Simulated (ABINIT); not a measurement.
# CaO (Fm-3m) in ABINIT: further runs

Aim: see how the results for CaO move with the level of theory and the settings. Levels: r2SCAN, revPBE+D3, PBE. Tasks: band structure, equation of state.

Everything below comes from runs of ABINIT 10.8.3 (patched build). Logs are shortened: lines on timing, memory, paths and dates and some standing lists are left out, and cuts for length are marked. The log counts tension as positive stress, the text compression.

## (1) The crystal as given

Symmetry: Fm-3m, No. 225, cubic system. Conventional cell: a = 4.807 Å, b = 4.807 Å, c = 4.807 Å, α = 90.00°, β = 90.00°, γ = 90.00°. Ca (site symmetry m-3m) is surrounded by 6 O at 2.40 Å. Around O (site symmetry m-3m) lie 6 Ca at 2.40 Å.

The cell is a database's computed one.

## (2) Band structure, r2SCAN

Input file run.abi:

```
# Datasets: ground state, then fixed potential
ndtset 2

# Pseudopotentials
pp_dirpath "./"
pseudos "Ca.LDA_PW-JTH.xml, O.LDA_PW-JTH.xml"

# Structure
acell 3.3991410632 3.3991410632 3.3991410632 Angstrom
rprim
     0.0000000000     0.7071067812     0.7071067812
     0.7071067812     0.0000000000     0.7071067812
     0.7071067812     0.7071067812     0.0000000000
ntypat 2
znucl 20 8
natom 2
typat 1 2
xred
     0.0000000000     0.0000000000     0.0000000000
     0.5000000000     0.5000000000     0.5000000000

# Plane-wave basis
ecut 28.0
pawecutdg 50.0

# Exchange and correlation
ixc -497498
usekden 1
pawxcdev 0

# Bands and occupations
occopt 3
tsmear 0.05 eV

# SCF cycle
nstep 100

# Output
iomode 3
prtwf 0
prteig 0
prtebands 0
enunit 1
prtden1 1
prtkden1 1
prtvha1 1
prtvclmb1 1
prtpot1 1

# Dataset 1
kptopt1 1
ngkpt1 10 10 10
nshiftk1 1
shiftk1 0.0 0.0 0.0
nband1 12
tolvrs1 1.0e-7

# Dataset 2: bands along G-X-W-K-G-L-U-W-L-K
iscf2 -2
getden2 1
getkden2 1
nband2 18
nbdbuf2 4
tolwfr2 1.0e-11
kptopt2 -9
ndivsm2 6
prteig2 1
prtvol2 -3
kptbounds2
     0.0000000000     0.0000000000     0.0000000000
     0.5000000000     0.0000000000     0.5000000000
     0.5000000000     0.2500000000     0.7500000000
     0.3750000000     0.3750000000     0.7500000000
     0.0000000000     0.0000000000     0.0000000000
     0.5000000000     0.5000000000     0.5000000000
     0.6250000000     0.2500000000     0.6250000000
     0.5000000000     0.2500000000     0.7500000000
     0.5000000000     0.5000000000     0.5000000000
     0.3750000000     0.3750000000     0.7500000000
```

Potentials or basis: JTH PAW LDA v2.0.

On the command line:

```
$ abinit run.abi > log 2>&1
```

run.abo:

```text
.Version 10.8.3 of ABINIT
 DATASET    1 : space group Fm -3 m (#225); Bravais cF (face-center cubic)
================================================================================
 Values of the parameters that define the memory need for DATASET  1.
     intxc =       0    ionmov =       0      iscf =      17    lmnmax =      18
     lnmax =       6     mgfft =      32  mpssoang =       3    mqgrid =    3001
     natom =       2  nloc_mem =       2    nspden =       1   nspinor =       1
    nsppol =       1      nsym =      48    n1xccc =       1    ntypat =       2
    occopt =       3   xclevel =       2
       mpw =        1343          nfft =       32768          nkpt =          47
 PAW method is used; the additional fine FFT grid is defined by:
   mgfftf=        45    nfftf =     91125
================================================================================
================================================================================

 DATASET    2 : space group Fm -3 m (#225); Bravais cF (face-center cubic)
================================================================================
 Values of the parameters that define the memory need for DATASET  2.
     intxc =       0    ionmov =       0      iscf =      -2    lmnmax =      18
     lnmax =       6     mgfft =      32  mpssoang =       3    mqgrid =    3001
     natom =       2  nloc_mem =       2    nspden =       1   nspinor =       1
    nsppol =       1      nsym =      48    n1xccc =       1    ntypat =       2
    occopt =       3   xclevel =       2
       mpw =        1359          nfft =       32768          nkpt =         103
 PAW method is used; the additional fine FFT grid is defined by:
   mgfftf=        45    nfftf =     91125
================================================================================
================================================================================

--------------------------------------------------------------------------------
------------- Echo of variables that govern the present computation ------------
--------------------------------------------------------------------------------
 -outvars: echo values of preprocessed input variables --------
            acell      6.4234456728E+00  6.4234456728E+00  6.4234456728E+00 Bohr
              amu      4.00780000E+01  1.59994000E+01
             ecut      2.80000000E+01 Hartree
           enunit           1
           getden1          0
           getden2          1
          getkden1          0
          getkden2          1
             iscf1         17
             iscf2         -2
              ixc     -497498
           jdtset        1    2
           kptopt1          1
           kptopt2         -9
         kptrlatt       10    0    0      0   10    0      0    0   10
          kptrlen1     6.42344567E+01
          kptrlen2     3.00000000E+01
            natom           2
            nband1         12
            nband2         18
           nbdbuf1          0
[... 1042 lines left out ...]
...

 Integrated electronic density in atomic spheres:
 ------------------------------------------------
 Atom  Sphere_radius  Integrated_density
    1        1.91415          7.44548523
    2        1.41465          4.53992454

================================================================================

 ----iterations are completed or convergence reached----

 Mean square residual over all n,k,spin=   41.674E-13; max=  99.952E-13
 reduced coordinates (array xred) for    2 atoms
       0.000000000000      0.000000000000      0.000000000000
       0.500000000000      0.500000000000      0.500000000000

 cartesian coordinates (angstrom) at end:
    1      0.00000000000000     0.00000000000000     0.00000000000000
    2      2.40355569604410     2.40355569604410     2.40355569604410
 length scales=  6.423445672775  6.423445672775  6.423445672775 bohr
              =  3.399141063200  3.399141063200  3.399141063200 angstroms
 Eigenvalues (   eV  ) for nkpt= 103  k points:
 kpt#   1, nband= 18, wtk=  1.00000, kpt=  0.0000  0.0000  0.0000 (reduced coord)
 -34.74937  -14.63310  -14.63310  -14.63310  -12.13179    4.33452    4.33452    4.33452
   9.76154   11.18727   11.18727   11.18727   12.80391   12.80391   20.07057   27.75788
  27.75788   27.75789
 kpt#   2, nband= 18, wtk=  1.00000, kpt=  0.0294  0.0000  0.0294 (reduced coord)
 -34.74825  -14.65017  -14.63500  -14.63500  -12.11142    4.27449    4.32688    4.32688
   9.81704   11.15308   11.22182   11.22182   12.81277   12.85290   20.12349   27.65859
  27.65859   27.78517
 kpt#   3, nband= 18, wtk=  1.00000, kpt=  0.0588  0.0000  0.0588 (reduced coord)
 -34.74492  -14.69826  -14.64062  -14.64062  -12.05415    4.10830    4.30501    4.30501
   9.97025   11.05396   11.32372   11.32372   12.83916   12.99814   20.27751   27.38506
  27.38508   27.86828
 kpt#   4, nband= 18, wtk=  1.00000, kpt=  0.0882  0.0000  0.0882 (reduced coord)
 -34.73951  -14.76950  -14.64980  -14.64980  -11.96996    3.86890    4.27127    4.27127
  10.19025   10.89924   11.48792   11.48792   12.88247   13.23290   20.51937   26.99134
  26.99135   28.01114
 kpt#   5, nband= 18, wtk=  1.00000, kpt=  0.1176  0.0000  0.1176 (reduced coord)
[... 381 lines left out ...]
  10.91334   12.48846   13.74317   13.89744   15.18474   17.66491   19.18125   20.47575
  23.41917   26.71835
 kpt# 101, nband= 18, wtk=  1.00000, kpt=  0.4000  0.4000  0.7000 (reduced coord)
 -34.62609  -15.38904  -15.02031  -14.76861  -11.36253    2.69921    3.18600    3.44037
  10.61012   12.63395   13.78717   13.85093   15.08031   18.08090   19.19008   20.09714
  23.59299   26.45585
 kpt# 102, nband= 18, wtk=  1.00000, kpt=  0.3875  0.3875  0.7250 (reduced coord)
 -34.62345  -15.30236  -15.07800  -14.78248  -11.43868    2.86648    3.16156    3.49849
  10.32106   12.80988   13.69739   13.96102   14.96491   18.29603   19.21570   19.90722
  23.67681   26.21786
 kpt# 103, nband= 18, wtk=  1.00000, kpt=  0.3750  0.3750  0.7500 (reduced coord)
 -34.62191  -15.22973  -15.11875  -14.79450  -11.50370    3.01731    3.12991    3.55708
  10.05335   13.00075   13.63319   14.06369   14.83985   18.21502   19.13907   20.13533
  23.66494   26.00916

== END DATASET(S) ==============================================================
================================================================================

 -outvars: echo values of variables after computation  --------
            acell      6.4234456728E+00  6.4234456728E+00  6.4234456728E+00 Bohr
           etotal1    -5.0033125019E+01
            fcart1    -0.0000000000E+00 -0.0000000000E+00 -0.0000000000E+00
                      -0.0000000000E+00 -0.0000000000E+00 -0.0000000000E+00
            rprim      0.0000000000E+00  7.0710678120E-01  7.0710678120E-01
                       7.0710678120E-01  0.0000000000E+00  7.0710678120E-01
                       7.0710678120E-01  7.0710678120E-01  0.0000000000E+00
           strten1     4.6342392879E-05  4.6342392879E-05  4.6342392879E-05
                       0.0000000000E+00  0.0000000000E+00  0.0000000000E+00
           xangst      0.0000000000E+00  0.0000000000E+00  0.0000000000E+00
                       2.4035556960E+00  2.4035556960E+00  2.4035556960E+00
             xred      0.0000000000E+00  0.0000000000E+00  0.0000000000E+00
                       5.0000000000E-01  5.0000000000E-01  5.0000000000E-01
 Calculation completed.
```

It took 2.5 min on 1 thread of Intel Xeon Platinum 8488C (Sapphire Rapids), shared host; peak memory 0.15 GiB.

Results:

```
Free energy                                           : -1361.4707 eV
Pressure                                              : -1.4 GPa
Band gap on the k mesh                                : 4.20 eV, indirect (least direct gap 4.58 eV)
Band gap along the path                               : 4.20 eV, indirect (least direct gap 4.58 eV)
Valence electrons inside the program's atomic spheres : Ca 7.45; O 4.54
```

Levels at the corners of the path, in eV from the valence-band top:
| point | band 4 | band 5 | band 6 | band 7 | band 8 | band 9 | band 10 | band 11 | band 12 | band 13 |
| --- | --- | --- | --- | --- | --- | --- | --- | --- | --- | --- |
| Γ | -18.97 | -16.47 | 0.00 | 0.00 | 0.00 | 5.43 | 6.85 | 6.85 | 6.85 | 8.47 |
| X | -19.19 | -16.25 | -1.30 | -0.38 | -0.38 | 4.20 | 8.78 | 9.65 | 10.22 | 10.22 |
| W | -19.38 | -15.82 | -1.27 | -1.05 | -1.05 | 6.93 | 6.93 | 9.12 | 10.23 | 10.76 |
| K | -19.13 | -15.84 | -1.32 | -1.20 | -0.78 | 5.72 | 8.67 | 9.30 | 9.73 | 10.51 |
| Γ | -18.97 | -16.47 | 0.00 | 0.00 | 0.00 | 5.43 | 6.85 | 6.85 | 6.85 | 8.47 |
| L | -19.02 | -15.21 | -2.60 | -1.18 | -1.18 | 7.70 | 9.04 | 9.04 | 9.20 | 11.21 |
| U | -19.13 | -15.84 | -1.32 | -1.20 | -0.78 | 5.72 | 8.67 | 9.30 | 9.73 | 10.51 |
| W | -19.38 | -15.82 | -1.27 | -1.05 | -1.05 | 6.93 | 6.93 | 9.12 | 10.23 | 10.76 |
| L | -19.02 | -15.21 | -2.60 | -1.18 | -1.18 | 7.70 | 9.04 | 9.04 | 9.20 | 11.21 |
| K | -19.13 | -15.84 | -1.32 | -1.20 | -0.78 | 5.72 | 8.67 | 9.30 | 9.73 | 10.51 |

Caveat: totals of a meta-GGA on PAW files have another zero than those of a GGA; the PAW data sets were made with another functional, which shifts forces and pressure a little.

## (3) Equation of state, revPBE+D3

Input file run.abi:

```
# Datasets: one volume each
ndtset 7
getwfk -1
scalecart1 3*0.9795861087
scalecart2 3*0.9864848297
scalecart3 3*0.9932883884
scalecart4 3*1.0000000000
scalecart5 3*1.0066227096
scalecart6 3*1.0131594038
scalecart7 3*1.0196128224

# Pseudopotentials
pp_dirpath "./"
pseudos "Ca.GGA_PBE-JTH.xml, O.GGA_PBE-JTH.xml"

# Structure
acell 6.4234456684 6.4234456684 6.4234456684
rprim
     0.0000000000     0.7071067812     0.7071067812
     0.7071067812     0.0000000000     0.7071067812
     0.7071067812     0.7071067812     0.0000000000
ntypat 2
znucl 20 8
natom 2
typat 1 2
xred
     0.0000000000     0.0000000000     0.0000000000
     0.5000000000     0.5000000000     0.5000000000

# Plane-wave basis
ecut 23.0
pawecutdg 45.0

# k points
kptopt 1
ngkpt 10 10 10
nshiftk 1
shiftk 0.0 0.0 0.0

# Exchange and correlation
ixc 14
vdw_xc 6

# Bands and occupations
nband 12
occopt 3
tsmear 0.05 eV

# SCF cycle
nstep 100
tolvrs 1.0e-9

# Output
iomode 3
prtwf 1
prtden 0
prteig 0
prtebands 0
enunit 1
```

Potentials or basis: JTH PAW PBE v2.0.

On the command line:

```
$ abinit run.abi > log 2>&1
```

Wall time 1.7 min (1 thread of Intel Xeon Platinum 8488C (Sapphire Rapids), shared host); peak memory 0.15 GiB.

It converged, with:

* Equilibrium volume: 13.84 Å³/atom
* Bulk modulus: 103 GPa
* Pressure derivative of the bulk modulus: 4.6

Energy against volume, from the lowest point:
```
volume (Å³/atom)  energy (meV/atom)
          13.052              16.11
          13.330               6.47
          13.608               1.25
          13.886               0.00
          14.163               2.28
          14.441               7.72
          14.719              15.98
```

Caveat: pressures at fixed basis lie under the slope of the energies; the PAW data sets were made with another functional, which shifts forces and pressure a little.

## (4) Band structure, PBE

Input file run.abi:

```
# Datasets: ground state, then fixed potential
ndtset 2

# Pseudopotentials
pp_dirpath "./"
pseudos "Ca_ONCV_PBE-1.2.upf, O_ONCV_PBE-1.2.upf"

# Structure
acell 3*1.0 Angstrom
rprim
     0.0000000000     2.4035556960     2.4035556960
     2.4035556960     0.0000000000     2.4035556960
     2.4035556960     2.4035556960     0.0000000000
ntypat 2
znucl 20 8
natom 2
typat 1 2
xred
     0.0000000000     0.0000000000     0.0000000000
     0.5000000000     0.5000000000     0.5000000000

# Plane-wave basis
ecut 42.0

# Exchange and correlation
ixc 11

# Bands and occupations
occopt 3
tsmear 0.00183747

# SCF cycle
nstep 100

# Output
iomode 3
prtwf 0
prteig 0
prtebands 0
enunit 1
prtden1 1

# Dataset 1
kptopt1 1
ngkpt1 10 10 10
nshiftk1 1
shiftk1 0.0 0.0 0.0
nband1 12
tolvrs1 1.0e-10

# Dataset 2: bands along G-X-W-K-G-L-U-W-L-K
iscf2 -2
getden2 1
nband2 18
nbdbuf2 4
tolwfr2 1.0e-11
kptopt2 -9
ndivsm2 8
prteig2 1
prtvol2 -3
kptbounds2
     0.0000000000     0.0000000000     0.0000000000
     0.5000000000     0.0000000000     0.5000000000
     0.5000000000     0.2500000000     0.7500000000
     0.3750000000     0.3750000000     0.7500000000
     0.0000000000     0.0000000000     0.0000000000
     0.5000000000     0.5000000000     0.5000000000
     0.6250000000     0.2500000000     0.6250000000
     0.5000000000     0.2500000000     0.7500000000
     0.5000000000     0.5000000000     0.5000000000
     0.3750000000     0.3750000000     0.7500000000
```

Potentials or basis: SG15 NC PBE v1.2.

On the command line:

```
$ abinit run.abi > log 2>&1
```

Wall time 1.8 min (1 thread of Intel Xeon Platinum 8488C (Sapphire Rapids), shared host); peak memory 0.16 GiB.

The run converged. Its results:

- Free energy: -1442.0248 eV
- Pressure: 1.5 GPa
- Band gap on the k mesh: 3.65 eV, indirect (least direct gap 4.02 eV)
- Band gap along the path: 3.65 eV, indirect (least direct gap 4.02 eV)
- Valence electrons inside the program's atomic spheres: Ca 7.65; O 6.16

Levels at the corners of the path, in eV from the valence-band top:
```csv
point,band 4,band 5,band 6,band 7,band 8,band 9,band 10,band 11,band 12,band 13
Γ,-18.45,-15.49,0.00,0.00,0.00,4.73,6.22,6.22,6.22,7.71
X,-18.67,-15.25,-1.31,-0.38,-0.38,3.65,8.03,8.87,9.49,9.49
W,-18.86,-14.88,-1.28,-1.06,-1.06,6.31,6.31,8.36,9.50,9.94
K,-18.61,-14.89,-1.33,-1.22,-0.78,5.13,7.97,8.54,9.01,9.70
Γ,-18.45,-15.49,0.00,0.00,0.00,4.73,6.22,6.22,6.22,7.71
L,-18.50,-14.32,-2.63,-1.19,-1.19,7.03,8.32,8.32,8.51,10.38
U,-18.61,-14.89,-1.33,-1.22,-0.78,5.13,7.97,8.54,9.01,9.70
W,-18.86,-14.88,-1.28,-1.06,-1.06,6.31,6.31,8.36,9.50,9.94
L,-18.50,-14.32,-2.63,-1.19,-1.19,7.03,8.32,8.32,8.51,10.38
K,-18.61,-14.89,-1.33,-1.22,-0.78,5.13,7.97,8.54,9.01,9.70
```

## (5) Summary

```tsv
task	level	potentials or basis	cutoff (eV)	fine-grid cutoff	gap on the mesh (eV)	pressure (GPa)
band structure	r2SCAN	JTH PAW LDA v2.0	762	1360.57 eV	4.20	-1.4
equation of state	revPBE+D3	JTH PAW PBE v2.0	626	1224.51 eV	-	-
band structure	PBE	SG15 NC PBE v1.2	1143	-	3.65	1.5
```

Alike in all rows: no spin polarisation; cell as given; k mesh 10 × 10 × 10; smearing fermi-dirac 0.05 eV.

Caveats: the PAW data sets were made with another functional, which shifts forces and pressure a little (some runs); totals of a meta-GGA on PAW files have another zero than those of a GGA (some runs); pressures at fixed basis lie under the slope of the energies (some runs).

Absolute energies hang on the potentials; compare differences alone.
